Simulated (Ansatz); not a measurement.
**InAs: elastic constants with PBE**

**The experiment to reproduce.**

A printed reference work, data compilation reports, for a bulk crystal of InAs at 4.2 K: band gap 0.418 eV (direct).

Crystal: InAs.

```
In As
1.0
     0.00000    3.01800    3.01800
     3.01800    0.00000    3.01800
     3.01800    3.01800    0.00000
In As
1 1
Direct
  0.00000 0.00000 0.00000
  0.75000 0.75000 0.75000
```

```yaml
Program: Ansatz 0.2.0
Task: elastic constants
Functional: PBE
Potentials_or_basis: Ansatz PAW
Cutoff: "420 eV (not typed: the program's choice for these potentials)"
k_mesh: 6 × 6 × 6
Occupations: fermi-dirac, width 0.05 eV
Spin: no spin polarisation
Atoms_under_strain: relaxed
```

- Pressure: 4.4 GPa
- Band gap on the k mesh: none (metal or under the smearing width)
- Elastic constants C11, C12, C44: 88, 58, 32 GPa
- Voigt bulk modulus: 68 GPa

Levels at points of the mesh, in eV from the Fermi level:
| k point | band 12 | band 13 | band 14 | band 15 | band 16 | band 17 |
| --- | --- | --- | --- | --- | --- | --- |
| (0.00, 0.00, 0.00) | -0.21 | -0.04 | -0.04 | -0.04 | 3.88 | 3.88 |
| (0.00, 0.00, -0.50) | -5.82 | -1.03 | -1.03 | 0.93 | 4.65 | 4.65 |
| (0.00, -0.50, -0.50) | -5.89 | -2.38 | -2.38 | 1.50 | 2.03 | 9.18 |

Elastic tensor in Voigt notation (GPa, in the Cartesian axes of the cell as first typed):
```
88 58 58  0  0  0
58 88 58  0  0  0
58 58 88  0  0  0
 0  0  0 32  0  0
 0  0  0  0 32  0
 0  0  0  0  0 32
```

Wall time 22 s on 2 threads of Intel(R) Xeon(R) Processor @ 2.70GHz, on a shared host, peak memory 0.43 GiB.

A measured gap of InAs is 0.418 eV (direct; 4.2 K; a printed reference work, data compilation); the calculated 0.00 eV misses it by -0.42 eV. Spin-orbit coupling on As, In is left out. The value is that of PBE on a finite k mesh, which can miss the band edges, without temperature or zero-point motion. Semilocal functionals fall short of measured gaps as a rule.

Caveat: the cell is more than 3 GPa from zero pressure, which shifts response properties; elastic constants of metals need much finer meshes, so these are rough; this crystal is a semiconductor, whose small gap the functional closes, so the metal is an error of the method.
